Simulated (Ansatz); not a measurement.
Elastic constants of CaSe at 4.1 GPa (stress–strain coefficients): input and output

Theory: Ansatz, DFT LDA, scalar-relativistic, plane waves, PAW.

Launched with:
```bash
ansatz run input.yaml --threads 1 --pin off --max-ram 1228MiB --backend cpu --events-out ev --progress --plain --runs-dir out
```

Input (bare energies are in eV):
```yaml
crystal:
  lattice:
    - [3.4751, 0.0, 0.0]
    - [0.0, 3.4751, 0.0]
    - [0.0, 0.0, 3.4751]
  atoms:
    - { symbol: Ca, position: [0.0, 0.0, 0.0] }
    - { symbol: Se, position: [0.5, 0.5, 0.5] }
basis:
  ecutwfc: 420
kpoints:
  mp_grid: { grid: [10, 10, 10] }
hamiltonian:
  xc: lda
scf:
  occupations: { method: fixed }
output:
  forces: true
  stress: true
  eigenvalues: true
elastic:
  mode: relaxed_ion
  stencil: two_point
```

From the output:
```
--- Elastic constants: 2 strain directions × 2 members + reference (group order 48) ---
  dense FFT box of the reference and of every strained cell: 24×24×24
  strains applied: 11, 23; error gains: componentwise 1.00 (the most a stress slope's error grows in a printed constant), spectral 1.73 (1 for all six strains in a standard setting)
  C = ∂σ_k/∂η_j (tension-positive GPa; Voigt order 11 22 33 23 13 12):
       202.510     14.934     14.934     -0.000     -0.000     -0.000
        14.934    202.510     14.934     -0.000     -0.000     -0.000
        14.934     14.934    202.510     -0.000     -0.000     -0.000
         0.000     -0.000      0.000      5.234     -0.000      0.000
         0.000      0.000     -0.000      0.000      5.234      0.000
        -0.000      0.000     -0.000      0.000      0.000      5.234
  reference stress σ⁰ (GPa):     -4.147     -4.147     -4.147     -0.000     -0.000      0.000
  C* (energy form; C + prestress term) asymmetry max|C*_kj − C*_jk| = 8.882e-15 GPa — a small one proves nothing (zero by symmetry where the batch's group is 432, −43m or m−3m); a large one is finite-difference/SCF noise where every solve ...
  moduli (Voigt/Reuss/Hill, GPa): K = 77.46/77.46/77.46   G = 40.66/8.41/24.53   E = 66.57   ν = 0.357
  mechanically stable: yes (min eigenvalue of sym C = 5.23 GPa)
  strain η (Voigt 11):  stress-route row diagonal C_11 = 202.51 GPa, energy-path curvature d²(F+E_count+ΔE)/dδ²/Ω₀ = 202.55 GPa
         δ    σ_11 (GPa) F (eV) n_scf n_hpsi n_pw
    -2.000e-3      -4.5539       -7159.4141733       7   36869    840   relax 0 steps, max|allowed force component| 2.96e-30 eV/Å
     2.000e-3      -3.7439       -7159.4185200       5   29967    840   relax 0 steps, max|allowed force component| 6.31e-30 eV/Å
  strain η (Voigt 23):  stress-route row diagonal C_44 = 5.23 GPa, energy-path curvature d²(F+E_count+ΔE)/dδ²/Ω₀ = 7.35 GPa
         δ    σ_23 (GPa) F (eV) n_scf n_hpsi n_pw
    -2.000e-3      -0.0105       -7159.4164495       8   55435    840   relax 0 steps, max|allowed force component| 6.90e-31 eV/Å
     2.000e-3       0.0105       -7159.4164495       5   43232    840   relax 0 steps, max|allowed force component| 1.42e-29 eV/Å
```

It took 13 s on 1 thread of Intel(R) Xeon(R) 6975P-C (Granite Rapids) (shared host), peak memory 0.45 GiB.

The cell is the ideal cubic caesium chloride prototype; this isn't the usual structure of the compound. The bands were filled as in an insulator; under compression the gap may have closed between mesh points.